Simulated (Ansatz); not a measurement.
# ZnCu2SnSe4: the cost of one run

Program: Ansatz 0.2.0. Level of theory: DFT PBEsol, scalar-relativistic, plane waves, PAW. These are calculated values, not measurements.

1 further run of the same task is left out (set aside as unsound or not needed).

### 1 The starting structure

Symmetry: I-4, No. 82, tetragonal system. The conventional cell has a = 5.659 Å, b = 5.659 Å, c = 11.312 Å, α = 90.00°, β = 90.00°, γ = 90.00°. Zn (site symmetry -4) is surrounded by 4 Se at 2.45 Å. Cu (site symmetry -4) has 4 Se at 2.38 Å as nearest neighbours. Cu (site symmetry -4) has 4 Se at 2.39 Å as nearest neighbours. Sn (site symmetry -4) has 4 Se at 2.59 Å as nearest neighbours. Se (site symmetry 1) has 2 Cu at 2.38 to 2.39 Å and 1 Zn at 2.45 Å and 1 Sn at 2.59 Å as nearest neighbours.

As a file:

```
CELL_PARAMETERS angstrom
-2.82973 2.82973 5.65599
2.82973 -2.82973 5.65599
2.82973 2.82973 -5.65599
ATOMIC_POSITIONS crystal
Zn 0.75000 0.25000 0.50000
Cu 0.25000 0.75000 0.50000
Cu 0.00000 0.00000 0.00000
Sn 0.50000 0.50000 0.00000
Se 0.63007 0.64008 0.53157
Se 0.10851 0.09850 0.46843
Se 0.90150 0.36993 0.01001
Se 0.35992 0.89149 0.98999
```

It goes back to an entry of the Materials Project, which need not be the stable form.

It is the result of an earlier relaxation at this level (volume 22.64 Å³/atom; gap on the mesh: none (metal)).

### 2 Bands, states and charges

The input, input.yaml:

```yaml
crystal:
  lattice:
    - [-2.8297277903, 2.8297277903, 5.6559862491]
    - [2.8297277903, -2.8297277903, 5.6559862491]
    - [2.8297277903, 2.8297277903, -5.6559862491]
  atoms:
    - { symbol: Zn, position: [0.75, 0.25, 0.5] }
    - { symbol: Cu, position: [0.25, 0.75, 0.5] }
    - { symbol: Cu, position: [0.0, 0.0, 0.0] }
    - { symbol: Sn, position: [0.5, 0.5, 0.0] }
    - { symbol: Se, position: [0.6300688962, 0.6400772265, 0.5315706453] }
    - { symbol: Se, position: [0.1085065812, 0.0984982509, 0.4684293547] }
    - { symbol: Se, position: [0.9015017491, 0.3699311038, 0.0100083302] }
    - { symbol: Se, position: [0.3599227735, 0.8914934188, 0.9899916698] }
basis:
  ecutwfc: 420
kpoints:
  mp_grid: { grid: [10, 10, 10] }
  band_path:
    path:
      - [[0.0, 0.0, 0.0], [0.0, 0.0, 0.5], [0.25, 0.25, 0.25], [0.0, 0.5, 0.0], [0.0, 0.0, 0.0], [0.5, 0.5, -0.5], [0.3125767, 0.6874233, -0.3125767]]
      - [[-0.3125767, 0.3125767, 0.3125767], [0.0, 0.0, 0.0]]
      - [[0.0, 0.0, 0.5], [-0.12515339, 0.12515339, 0.5]]
      - [[0.5, 0.5, -0.12515339], [0.5, 0.5, -0.5]]
    npoints: 14
hamiltonian:
  xc: pbesol
scf:
  occupations: { method: gaussian, width: 0.1 }
  n_extra_bands: 20
output:
  forces: true
  stress: true
  eigenvalues: true
  populations: true
  dos: { projected: true, de: 0.02, nscf_kmesh: { grid: [15, 15, 15] } }
  bader: true
```

On the command line:

```console
$ ansatz run input.yaml --threads 2 --pin off --max-ram 5120MiB --backend cpu --events-out ev --progress --plain --runs-dir out
```

What time and memory should one allow on 2 threads of Intel Xeon 6975P-C (Granite Rapids), shared host?

About 5 min, with a peak of 3.7 GiB.
